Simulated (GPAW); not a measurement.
A run of GPAW 26.7.0 is set up as follows.

The input run.py:

```python
import spglib
from ase import Atoms
from ase.dft.bandgap import bandgap
from ase.io import read, write
from ase.units import GPa
from gpaw import GPAW, PW

atoms = read('HfN.cif')
cell, positions, numbers = spglib.find_primitive(
    (atoms.cell[:], atoms.get_scaled_positions(), atoms.numbers), symprec=1e-4)
atoms = Atoms(numbers, cell=cell, scaled_positions=positions, pbc=True)

calc = GPAW(mode=PW(650),
            xc='LDA',
            kpts={'size': (8, 8, 8), 'gamma': True},
            occupations={'name': 'fermi-dirac', 'width': 0.05},
            setups={'Hf': ':d,3.0'},
            nbands=19,
            maxiter=120,
            txt='gpaw.txt')
atoms.calc = calc
energy = atoms.get_potential_energy()
forces = atoms.get_forces()
stress = atoms.get_stress()
calc.write('gs.gpw')
write('result.traj', atoms)
print(f'Energy: {energy:.6f} eV')
print('Forces (eV/A):')
print(forces.round(4))
print('Stress (GPa):', (stress / GPa).round(3))
print('Fermi level:', round(calc.get_fermi_level(), 4), 'eV')
print(f'Gap: {bandgap(calc)[0]:.4f} eV, direct: {bandgap(calc, direct=True)[0]:.4f} eV')
```

HfN.cif

```cif
data_HfN
_cell_length_a 4.51200000
_cell_length_b 4.51200000
_cell_length_c 4.51200000
_cell_angle_alpha 90.00000000
_cell_angle_beta 90.00000000
_cell_angle_gamma 90.00000000
_space_group_name_H-M_alt 'Fm-3m'
_space_group_name_Hall '-F 4 2 3'
_space_group_IT_number 225
loop_
_space_group_symop_operation_xyz
'x,y,z'
'-x,-y,-z'
'-y,x,z'
'y,-x,-z'
'-x,-y,z'
'x,y,-z'
'y,-x,z'
'-y,x,-z'
'x,-y,-z'
'-x,y,z'
'-y,-x,-z'
'y,x,z'
'-x,y,-z'
'x,-y,z'
'y,x,-z'
'-y,-x,z'
'z,x,y'
'-z,-x,-y'
'z,-y,x'
'-z,y,-x'
'z,-x,-y'
'-z,x,y'
'z,y,-x'
'-z,-y,x'
'-z,x,-y'
'z,-x,y'
'-z,-y,-x'
'z,y,x'
'-z,-x,y'
'z,x,-y'
'-z,y,x'
'z,-y,-x'
'y,z,x'
'-y,-z,-x'
'x,z,-y'
'-x,-z,y'
'-y,z,-x'
'y,-z,x'
'-x,z,y'
'x,-z,-y'
'-y,-z,x'
'y,z,-x'
'-x,-z,-y'
'x,z,y'
'y,-z,-x'
'-y,z,x'
'x,-z,y'
'-x,z,-y'
'x,y+1/2,z+1/2'
'-x,-y+1/2,-z+1/2'
'-y,x+1/2,z+1/2'
'y,-x+1/2,-z+1/2'
'-x,-y+1/2,z+1/2'
'x,y+1/2,-z+1/2'
'y,-x+1/2,z+1/2'
'-y,x+1/2,-z+1/2'
'x,-y+1/2,-z+1/2'
'-x,y+1/2,z+1/2'
'-y,-x+1/2,-z+1/2'
'y,x+1/2,z+1/2'
'-x,y+1/2,-z+1/2'
[... 41 lines left out ...]
'y+1/2,-x,z+1/2'
'-y+1/2,x,-z+1/2'
'x+1/2,-y,-z+1/2'
'-x+1/2,y,z+1/2'
'-y+1/2,-x,-z+1/2'
'y+1/2,x,z+1/2'
'-x+1/2,y,-z+1/2'
'x+1/2,-y,z+1/2'
'y+1/2,x,-z+1/2'
'-y+1/2,-x,z+1/2'
'z+1/2,x,y+1/2'
'-z+1/2,-x,-y+1/2'
'z+1/2,-y,x+1/2'
'-z+1/2,y,-x+1/2'
'z+1/2,-x,-y+1/2'
'-z+1/2,x,y+1/2'
'z+1/2,y,-x+1/2'
'-z+1/2,-y,x+1/2'
'-z+1/2,x,-y+1/2'
'z+1/2,-x,y+1/2'
'-z+1/2,-y,-x+1/2'
'z+1/2,y,x+1/2'
'-z+1/2,-x,y+1/2'
'z+1/2,x,-y+1/2'
'-z+1/2,y,x+1/2'
'z+1/2,-y,-x+1/2'
'y+1/2,z,x+1/2'
'-y+1/2,-z,-x+1/2'
'x+1/2,z,-y+1/2'
'-x+1/2,-z,y+1/2'
'-y+1/2,z,-x+1/2'
'y+1/2,-z,x+1/2'
'-x+1/2,z,y+1/2'
'x+1/2,-z,-y+1/2'
'-y+1/2,-z,x+1/2'
'y+1/2,z,-x+1/2'
'-x+1/2,-z,-y+1/2'
'x+1/2,z,y+1/2'
'y+1/2,-z,-x+1/2'
'-y+1/2,z,x+1/2'
'x+1/2,-z,y+1/2'
'-x+1/2,z,-y+1/2'
'x+1/2,y+1/2,z'
'-x+1/2,-y+1/2,-z'
'-y+1/2,x+1/2,z'
'y+1/2,-x+1/2,-z'
'-x+1/2,-y+1/2,z'
'x+1/2,y+1/2,-z'
'y+1/2,-x+1/2,z'
'-y+1/2,x+1/2,-z'
'x+1/2,-y+1/2,-z'
'-x+1/2,y+1/2,z'
'-y+1/2,-x+1/2,-z'
'y+1/2,x+1/2,z'
'-x+1/2,y+1/2,-z'
'x+1/2,-y+1/2,z'
'y+1/2,x+1/2,-z'
'-y+1/2,-x+1/2,z'
'z+1/2,x+1/2,y'
'-z+1/2,-x+1/2,-y'
'z+1/2,-y+1/2,x'
'-z+1/2,y+1/2,-x'
'z+1/2,-x+1/2,-y'
'-z+1/2,x+1/2,y'
'z+1/2,y+1/2,-x'
'-z+1/2,-y+1/2,x'
'-z+1/2,x+1/2,-y'
'z+1/2,-x+1/2,y'
'-z+1/2,-y+1/2,-x'
'z+1/2,y+1/2,x'
'-z+1/2,-x+1/2,y'
'z+1/2,x+1/2,-y'
'-z+1/2,y+1/2,x'
'z+1/2,-y+1/2,-x'
'y+1/2,z+1/2,x'
'-y+1/2,-z+1/2,-x'
'x+1/2,z+1/2,-y'
'-x+1/2,-z+1/2,y'
'-y+1/2,z+1/2,-x'
'y+1/2,-z+1/2,x'
'-x+1/2,z+1/2,y'
'x+1/2,-z+1/2,-y'
'-y+1/2,-z+1/2,x'
'y+1/2,z+1/2,-x'
'-x+1/2,-z+1/2,-y'
'x+1/2,z+1/2,y'
'y+1/2,-z+1/2,-x'
'-y+1/2,z+1/2,x'
'x+1/2,-z+1/2,y'
'-x+1/2,z+1/2,-y'
loop_
_atom_site_label
_atom_site_type_symbol
_atom_site_symmetry_multiplicity
_atom_site_Wyckoff_symbol
_atom_site_fract_x
_atom_site_fract_y
_atom_site_fract_z
_atom_site_occupancy
Hf1 Hf 4 a 0.0000000000 0.0000000000 0.0000000000 1
N1 N 4 b 0.5000000000 0.0000000000 0.0000000000 1
```

Potentials or basis: the program's PAW data sets (release 1.2.1) made for this functional, pw.

Command:

```console
$ OMP_NUM_THREADS=1 python run.py
```

Q: Estimate the band gap on the k mesh.

A: None (metal or under the smearing width).

Q: Predict the pressure.

A: -0.4 GPa.

Caveat: the cutoff is short for stress and forces, so pressures can be off by a GPa or more; U without spin polarisation on a metal has little footing. Spin-orbit coupling is left out, which matters for the levels of Hf.
